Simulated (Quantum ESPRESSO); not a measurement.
## Gd under changes of volume

One of the cells (33.215 Å³/atom); the others are scaled copies at fixed shape and fractional positions:

```
Gd
1.0
    -2.02500    2.02500    2.02500
     2.02500   -2.02500    2.02500
     2.02500    2.02500   -2.02500
Gd
1
Cartesian
  0.0000 0.0000 0.0000
```

This isn't the form of Gd at room conditions, which is hcp.

```yaml
Program: Quantum ESPRESSO 7.5
Functional: PBE
Potentials_or_basis: SSSP 1.3 efficiency PBE
Cutoff: 748 eV
Density_cutoff: 5987 eV
k_mesh: 9 × 9 × 9
Occupations: fermi-dirac, width 0.05 eV
Spin: collinear spin, ferromagnetic start
Starting_moments: "[7.0] μB"
```

```csv
volume (Å³/atom),energy over the lowest point (meV/atom),pressure (GPa),moment (μB per cell)
31.222,11.64,2.2,7.59
31.886,4.49,1.3,7.60
32.551,0.72,0.6,7.61
33.215,0.00,-0.1,7.62
33.879,2.03,-0.8,7.63
34.544,6.58,-1.3,7.64
35.208,?,?,?
```

What does the run at 35.208 Å³/atom give?

Energy over the lowest point 13.45 meV/atom; pressure -1.9 GPa; moment 7.65 μB per cell.

Worked out: A Birch-Murnaghan fit of order 3 (a polynomial in V^(-2/3)) to the other rows has its minimum at 33.05 Å³/atom with B0 = V·E''(V) = 34 GPa and B' = 4.0. It gives 13.38 meV/atom at 35.208 Å³/atom, against the run's 13.45, and -dE/dV = -1.9 GPa, against -1.9. A straight line through the other rows of the moment, of slope 0.0151 μB per Å³/atom, extrapolates to 7.65 μB, against the run's 7.65.

Energies are extrapolated to zero smearing.
